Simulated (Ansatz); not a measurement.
## ZrSi2: enthalpy against pressure

ZrSi2, Cmcm, a = 3.705 Å, b = 14.788 Å, c = 3.679 Å. The structure is a COD entry; whether it is the stable form wasn't checked. Ansatz: PBE, PAW, 420 eV, Γ-centred 10×10×10 mesh on 6 atoms, Gaussian smearing 0.10 eV; no spin polarisation. Cell and atoms are relaxed at each pressure, and no other structure is tried, so the rows at high pressure may lie past a change of phase. y is the enthalpy over the state at zero pressure; there V0 = 16.799 Å³/atom. The pressures are the targets, met within 0.01 GPa.

| P (GPa) | y (eV/atom) |
| --- | --- |
| -1.0 | -0.1053 |
| 0.0 | 0.0000 |
| 1.0 | 0.1044 |
| 4.0 | 0.4129 |
| 12.0 | 1.2050 |
| 25.0 | 2.4167 |
| 50.0 | ? |
| 90.0 | 7.6414 |

Question: Fit y = c1 P + c2 P² + c3 P³ to the other rows, say what c1 and c2 mean, and predict the missing value.

Answer: Least squares on the rows shown. y = 0.10441 P − 0.00034553 P² + 1.4317×10⁻⁶ P³. Since dH/dP = V, c1 is V0: 0.10441 eV/GPa × 160.2 = 16.726 Å³ against 16.799; c2 = −V0/(2B0) gives B0 = 151 GPa, where a Birch–Murnaghan fit to the volumes of the same runs (not shown) gives 123 GPa: a cubic over this range folds the higher terms into c2. Above P = −c2/(3 c3) = 80 GPa the cubic's slope, the volume, would rise with pressure, so the form fails there. At P = 50.0 the fit asked for gives 4.5356 eV/atom. The run gave 4.5589 eV/atom, so the fit is 0.0233 eV/atom too low, 0.3 % of the span of the series, against an rms of 0.0005 eV/atom on the fitted rows. With a term in P⁴ added, a fit to the same known rows predicts 4.5753 eV/atom, a smaller miss on the other side.

The mesh isn't the same in all rows (10×10×10, 12×12×10).